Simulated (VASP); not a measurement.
# ZnCu2SnS4 (I-4) in VASP: relaxation of cell and atoms with PBE

Aim: the relaxation of cell and atoms of ZnCu2SnS4 with PBE.

Everything below comes from runs of VASP 6.6.1. Logs are shortened: lines on timing, memory, paths and dates and some standing lists are left out, and cuts for length are marked.

## 1. The crystal as given

The structure is tetragonal, space group I-4 (No. 82). The conventional cell has a = 5.434 Å, b = 5.434 Å, c = 10.850 Å, α = 90.00°, β = 90.00°, γ = 90.00°. Zn (site symmetry -4) is surrounded by 4 S at 2.33 Å. Around Cu (site symmetry -4) lie 4 S at 2.33 Å. Cu (site symmetry -4) has 4 S at 2.33 Å as nearest neighbours. Sn (site symmetry -4) is surrounded by 4 S at 2.41 Å. S (site symmetry 1) is surrounded by 1 Zn at 2.33 Å and 2 Cu at 2.33 Å and 1 Sn at 2.41 Å.

## 2. Relaxation of cell and atoms, PBE

Input file INCAR:

```
PREC = Accurate
ENCUT = 600
EDIFF = 1E-7
ISMEAR = 0
SIGMA = 0.02
LREAL = False
LASPH = True
NELM = 100
ALGO = Fast
ISIF = 3
LWAVE = False
LCHARG = False
GGA = PE
IBRION = 2
NSW = 80
EDIFFG = -0.004
```

Input file KPOINTS:

```
Automatic mesh
0
Gamma
  8 8 8
```

Input file POSCAR:

```
ZnCu2SnS4
1.0
   -2.7171000000      2.7171000000      5.4248000000
    2.7171000000     -2.7171000000      5.4248000000
    2.7171000000      2.7171000000     -5.4248000000
Zn Cu Sn S
1 2 1 4
Direct
    0.2500000000      0.7500000000      0.5000000000
    0.0000000000      0.0000000000      0.0000000000
    0.7500000000      0.2500000000      0.5000000000
    0.5000000000      0.5000000000      0.0000000000
    0.3716100000      0.8844100000      0.9996000000
    0.1155900000      0.1151900000      0.4872000000
    0.8848100000      0.3720100000      0.0004000000
    0.6279900000      0.6283900000      0.5128000000
```

Potentials or basis: VASP PAW PBE potentials, release 64 (Zn, Cu, Sn_d, S).

On the command line:

```bash
> cat potpaw_PBE.64/Zn/POTCAR potpaw_PBE.64/Cu/POTCAR potpaw_PBE.64/Sn_d/POTCAR potpaw_PBE.64/S/POTCAR > POTCAR
> mpirun -np 1 vasp_std > vasp.out
```

OUTCAR:

```text
PREC = Accurate
   ENCUT = 600
   EDIFF = 1E-7
   ISMEAR = 0
   LREAL = False
   LASPH = True
   NELM = 100
   ISIF = 3
   GGA = PE
   IBRION = 2
   NSW = 80
   EDIFFG = -0.004

 ion  position               nearest neighbor table
   1  0.250  0.750  0.500-   8 2.33   7 2.33   6 2.33   5 2.33
   2  0.000  0.000  0.000-   5 2.33   8 2.33   7 2.33   6 2.33
   3  0.750  0.250  0.500-   7 2.33   6 2.33   5 2.33   8 2.33
   4  0.500  0.500  0.000-   8 2.41   7 2.41   6 2.41   5 2.41
   5  0.372  0.884  1.000-   1 2.33   2 2.33   3 2.33   4 2.41
   6  0.116  0.115  0.487-   1 2.33   2 2.33   3 2.33   4 2.41
   7  0.885  0.372  0.000-   1 2.33   2 2.33   3 2.33   4 2.41
   8  0.628  0.628  0.513-   1 2.33   2 2.33   3 2.33   4 2.41

  LATTYP: Found a body centered tetragonal cell.
 ALAT       =     5.4342000000
 C/A-ratio  =     1.9965404291

  Lattice vectors:

 A1 = (  -2.7171000000,   2.7171000000,   5.4248000000)
 A2 = (   2.7171000000,  -2.7171000000,   5.4248000000)
 A3 = (   2.7171000000,   2.7171000000,  -5.4248000000)

Analysis of symmetry for initial positions (statically):
=====================================================================
 Subroutine PRICEL returns:
 Original cell was already a primitive cell.

 Routine SETGRP: Setting up the symmetry group for a
 body centered tetragonal supercell.

 Subroutine GETGRP returns: Found  4 space group operations
 (whereof  4 operations were pure point group operations)
 out of a pool of 16 trial point group operations.

The static configuration has the point symmetry S_4 .

Analysis of symmetry for dynamics (positions and initial velocities):
=====================================================================
 Subroutine PRICEL returns:
 Original cell was already a primitive cell.

 Routine SETGRP: Setting up the symmetry group for a
 body centered tetragonal supercell.

 Subroutine GETGRP returns: Found  4 space group operations
 (whereof  4 operations were pure point group operations)
 out of a pool of 16 trial point group operations.

The dynamic configuration has the point symmetry S_4 .

 Subroutine INISYM returns: Found  4 space group operations
 (whereof  4 operations are pure point group operations),
 and found     1 'primitive' translations

----------------------------------------------------------------------------------------

                                     Primitive cell

  volume of cell :     160.1972

  direct lattice vectors                    reciprocal lattice vectors
    -2.717100000  2.717100000  5.424800000     0.000000000  0.184019727  0.092169297
     2.717100000 -2.717100000  5.424800000     0.184019727  0.000000000  0.092169297
     2.717100000  2.717100000 -5.424800000     0.184019727  0.184019727  0.000000000

  length of vectors
     6.647835728  6.647835728  6.647835728     0.205811659  0.205811659  0.260243194

  position of ions in fractional coordinates (direct lattice)
     0.250000000  0.750000000  0.500000000
     0.000000000  0.000000000  0.000000000
     0.750000000  0.250000000  0.500000000
     0.500000000  0.500000000  0.000000000
     0.371610000  0.884410000  0.999600000
     0.115590000  0.115190000  0.487200000
     0.884810000  0.372010000  0.000400000
     0.627990000  0.628390000  0.512800000

  ion indices of the primitive-cell ions
   primitive index   ion index
                 1           1
                 2           2
                 3           3
                 4           4
                 5           5
                 6           6
                 7           7
                 8           8

----------------------------------------------------------------------------------------

 KPOINTS: Automatic mesh

Automatic generation of k-mesh.
 Grid dimensions read from file:
 generate k-points for:    8    8    8

 Generating k-lattice:

  Cartesian coordinates                     Fractional coordinates (reciprocal lattice)
     0.000000000  0.023002466  0.011521162     0.125000000 -0.000000000  0.000000000
     0.023002466  0.000000000  0.011521162    -0.000000000  0.125000000  0.000000000
     0.023002466  0.023002466  0.000000000     0.000000000  0.000000000  0.125000000

  Length of vectors
     0.025726457  0.025726457  0.032530399

  Shift w.r.t. Gamma in fractional coordinates (k-lattice)
     0.000000000  0.000000000  0.000000000

 Subroutine IBZKPT returns following result:
 ===========================================

 Found     78 irreducible k-points:

 Following reciprocal coordinates:
            Coordinates               Weight
  0.000000  0.000000  0.000000      1.000000
  0.125000 -0.000000  0.000000      8.000000
  0.250000 -0.000000  0.000000      8.000000
  0.375000 -0.000000  0.000000      8.000000
  0.500000 -0.000000  0.000000      4.000000
  0.125000  0.125000  0.000000      8.000000
[... 16 lines left out ...]
 -0.375000  0.250000 -0.000000      8.000000
  0.375000 -0.250000 -0.125000      8.000000
 [... further k-points ...]
   k-points           NKPTS =     78   k-points in BZ     NKDIM =     78   number of bands    NBANDS=     43
   number of dos      NEDOS =    301   number of ions     NIONS =      8
   total plane-waves  NPLWV = 157464
   dimension x,y,z NGX =    54 NGY =   54 NGZ =   54
   dimension x,y,z NGXF=   108 NGYF=  108 NGZF=  108
   ions per type =               1   2   1   4
   NGX,Y,Z   is equivalent  to a cutoff of  13.50, 13.50, 13.50 a.u.
   NGXF,Y,Z  is equivalent  to a cutoff of  27.01, 27.01, 27.01 a.u.
 SYSTEM =  unknown system
   PREC   = accura    normal or accurate (medium, high low for compatibility)
   ISTART =      0    job   : 0-new  1-cont  2-samecut
   ICHARG =      2    charge: 1-file 2-atom 10-const
   ISPIN  =      1    spin polarized calculation?
   LNONCOLLINEAR =      F non collinear calculations
   LSORBIT =      F    spin-orbit coupling
   LASPH  =      T    aspherical Exc in radial PAW
   ENCUT  =  600.0 eV  44.10 Ry    6.64 a.u.  13.28 13.28 13.28*2*pi/ulx,y,z
   NELM   =    100;   NELMIN=  2; NELMDL= -5     # of ELM steps
   EDIFF  = 0.1E-06   stopping-criterion for ELM
   LREAL  =      F    real-space projection
   EDIFFG = -.4E-02   stopping-criterion for IOM
   NSW    =     80    number of steps for IOM
   IBRION =      2    ionic relax: 0-MD 1-quasi-New 2-CG
   NFREE  =      1    steps in history (QN), initial steepest desc. (CG)
   ISIF   =      3    stress and relaxation
   ISYM   =      2    0-nonsym 1-usesym 2-fastsym
   POTIM  = 0.5000    time-step for ionic-motion
   TEBEG  =    0.0;   TEEND  =   0.0 temperature during run
   PSTRESS=    0.0 pullay stress
   NELECT =      72.0000    total number of electrons
   NUPDOWN=      -1.0000    fix difference up-down
   EMIN   =  10.00;   EMAX   =-10.00  energy-range for DOS
   EFERMI =   0.00;   METHOD = LEGACY
   ISMEAR =     0;   SIGMA  =   0.02  broadening in eV -4-tet -1-fermi 0-gaus
   EFERMI_NEDOS =   21; number of points for ismear=-14 and -15
   IALGO  =     68    algorithm
   IMIX   =      4    mixing-type and parameters
     AMIX     =   0.40;   BMIX     =  1.00
     AMIX_MAG =   1.60;   BMIX_MAG =  1.00
  volume/ion in A,a.u.               =      20.02       135.13
  Fermi-wavevector in a.u.,A,eV,Ry     =   1.254009  2.369734 21.395688  1.572539
  Thomas-Fermi vector in A             =   2.387835
   LORBIT       =      0    0 simple, 1 ext, 2 COOP (PROOUT), +10 PAW based schemes
   GGA     = PE    functional components
   LHFCALC =     F    Hartree Fock is set to
   AEXX    =    0.0000 exact exchange contribution
   IVDW    =     0    specifies the selected vdW correction
   LEPSILON=     F    determine dielectric tensor
   LRPA    =     F    only Hartree local field effects (RPA)
 conjugate gradient relaxation of ions
 non-spin polarized calculation
 RMM-DIIS sequential band-by-band and
 Gauss-broadening in eV      SIGMA  =   0.02
  energy-cutoff  :      600.00
  volume of cell :      160.20
 maximum number of plane-waves:      5397
 NGX is ok and might be reduce to    54
   NGX = 27   NGY = 27   NGZ = 27

--------------------------------------- Ionic step        1  -------------------------------------------

 number of electron      71.9999998 magnetization

 Free energy of the ion-electron system (eV)
  ---------------------------------------------------
  ext. energy  EPLUGINS =         0.00000000
  ---------------------------------------------------
  free energy    TOTEN  =       -32.51787540 eV

  energy without entropy =      -32.51787540  energy(sigma->0) =      -32.51787540

 E-fermi :   4.9782     XC(G=0):  -9.7838

 val. band max:        4.8664539678   @ k =   0.0000   0.0000   0.0000
 cond. band min:       5.1867309786   @ k =   0.0000   0.0000   0.0000
 fundamental gap:      0.3202770108
 Fermi energy:         4.9782065935

 k-point     1 :       0.0000    0.0000    0.0000
  band No.  band energies     occupation
      1     -17.4244      2.00000
      2     -17.4201      2.00000
      3     -17.4201      2.00000
      4     -17.3319      2.00000
      5     -17.3240      2.00000
      6      -9.6976      2.00000
[... 1093 lines left out ...]
     42       9.6184      0.00000
     43      10.3328      0.00000

 [... further k-points ...]

------------------------ aborting loop because EDIFF is reached ----------------------------------------

  FORCE on cell =-STRESS in cart. coord.  units (eV):
  Direction    XX          YY          ZZ          XY          YZ          ZX
  --------------------------------------------------------------------------------------
  -------------------------------------------------------------------------------------
  Total        2.1808278      2.1808278      2.0739409      0.0000001      0.0000000      0.0000000
  in kB       21.8110711     21.8110711     20.7420646      0.0000008      0.0000000      0.0000000
  external PRESSURE =      21.4547356 kB  Pullay stress =       0.0000000 kB
[... 279 lines left out ...]
  energy  without entropy=      -32.5992430632  energy(sigma->0) =      -32.59924379

--------------------------------------- Ionic step        8  -------------------------------------------

 number of electron      71.9999986 magnetization

 Free energy of the ion-electron system (eV)
  ---------------------------------------------------
  ext. energy  EPLUGINS =         0.00000000
  ---------------------------------------------------
  free energy    TOTEN  =       -32.59929656 eV

  energy without entropy =      -32.59929546  energy(sigma->0) =      -32.59929601

 E-fermi :   4.7093     XC(G=0):  -9.6860

 val. band max:        4.6709035855   @ k =   0.0000   0.0000   0.0000
 cond. band min:       4.7477261330   @ k =   0.0000   0.0000   0.0000
 fundamental gap:      0.0768225475
 Fermi energy:         4.7093148418

 k-point     1 :       0.0000    0.0000    0.0000
  band No.  band energies     occupation
      1     -17.5802      2.00000
      2     -17.5766      2.00000
      3     -17.5766      2.00000
      4     -17.5093      2.00000
      5     -17.5049      2.00000
      6      -9.7001      2.00000
[... 1093 lines left out ...]
     42       9.2189      0.00000
     43       9.8050      0.00000

 [... further k-points ...]

------------------------ aborting loop because EDIFF is reached ----------------------------------------

  FORCE on cell =-STRESS in cart. coord.  units (eV):
  Direction    XX          YY          ZZ          XY          YZ          ZX
  --------------------------------------------------------------------------------------
  -------------------------------------------------------------------------------------
  Total       -0.0272071     -0.0272071      0.0237514      0.0000001      0.0000000      0.0000000
  in kB       -0.2661938     -0.2661938      0.2323835      0.0000006      0.0000000      0.0000000
  external PRESSURE =      -0.1000014 kB  Pullay stress =       0.0000000 kB
[... 23 lines left out ...]
  FREE ENERGIE OF THE ION-ELECTRON SYSTEM (eV)
  ---------------------------------------------------
  free  energy   TOTEN  =       -32.5992965635 eV

  energy  without entropy=      -32.5992954612  energy(sigma->0) =      -32.59929601

 reached required accuracy - stopping structural energy minimisation
```

Wall time 71 min (1 thread of Intel Xeon 6975P-C (Granite Rapids), shared host); peak memory 0.88 GiB.

What came out:

```
Free energy                            : -32.5993 eV
Relaxed volume                         : 20.47 Å³/atom
Relaxed cell                           : a = 6.697 Å, b = 6.697 Å, c = 6.697 Å, α = 131.76°, β = 131.76°, γ = 70.61°
Space group after relaxing (to 0.05 Å) : I-4 (No. 82)
Energy gained by relaxing              : 10.2 meV/atom
Ionic steps                            : 8
Pressure after relaxing                : 0.0 GPa
Largest force after relaxing           : 0.003 eV/Å
Band gap on the k mesh                 : 0.08 eV, direct
```

Forces in eV/Å, atoms in the order of the input:
```
Zn   0.000  0.000  0.000
Cu   0.000  0.000  0.000
Cu   0.000  0.000  0.000
Sn   0.000  0.000  0.000
S   -0.002  0.001 -0.002
S    0.001  0.002  0.002
S    0.002 -0.001 -0.002
S   -0.001 -0.002  0.002
```

Step by step:
| step | energy change (eV) | largest force (eV/Å) | pressure (GPa) | volume (Å³) |
| --- | --- | --- | --- | --- |
| 1 | 0.0000 | 0.5794 | 2.15 | 160.20 |
| 2 | -0.0627 | 0.1964 | -0.94 | 166.50 |
| 3 | -0.0637 | 0.2318 | -0.63 | 165.77 |
| 4 | -0.0769 | 0.1217 | -0.29 | 164.64 |
| 5 | -0.0812 | 0.0206 | 0.08 | 163.56 |
| 6 | -0.0814 | 0.0105 | -0.03 | 163.79 |
| 7 | -0.0814 | 0.0102 | -0.03 | 163.81 |
| 8 | -0.0814 | 0.0032 | -0.01 | 163.75 |

Final structure:
```
CELL_PARAMETERS angstrom
-2.73684 2.73684 5.46556
2.73684 -2.73684 5.46556
2.73684 2.73684 -5.46556
ATOMIC_POSITIONS crystal
Zn 0.25000 0.75000 0.50000
Cu 0.00000 0.00000 0.00000
Cu 0.75000 0.25000 0.50000
Sn 0.50000 0.50000 0.00000
S 0.37128 0.89496 0.00771
S 0.10504 0.11274 0.47632
S 0.88726 0.36357 0.99229
S 0.63643 0.62872 0.52368
```

Levels at points of the mesh, in eV from the valence-band top:
| k point | band 32 | band 33 | band 34 | band 35 | band 36 | band 37 | band 38 | band 39 | band 40 | band 41 |
| --- | --- | --- | --- | --- | --- | --- | --- | --- | --- | --- |
| (0.00, 0.00, 0.00) | -1.58 | -1.41 | -0.06 | -0.06 | 0.00 | 0.08 | 1.97 | 2.68 | 3.65 | 3.65 |
| (0.50, 0.00, 0.00) | -1.27 | -1.15 | -1.08 | -0.99 | -0.49 | 1.45 | 3.05 | 3.23 | 4.03 | 4.10 |
| (0.50, 0.50, 0.00) | -1.23 | -0.79 | -0.69 | -0.49 | -0.39 | 0.51 | 2.23 | 3.05 | 3.99 | 4.21 |
| (0.50, 0.50, 0.50) | -1.11 | -1.11 | -1.09 | -0.83 | -0.83 | 1.17 | 2.02 | 2.02 | 2.32 | 3.17 |

Caveat: spin-orbit coupling is left out, which moves the levels of the heavy elements. PBE usually gives volumes a little too large and moduli too small.
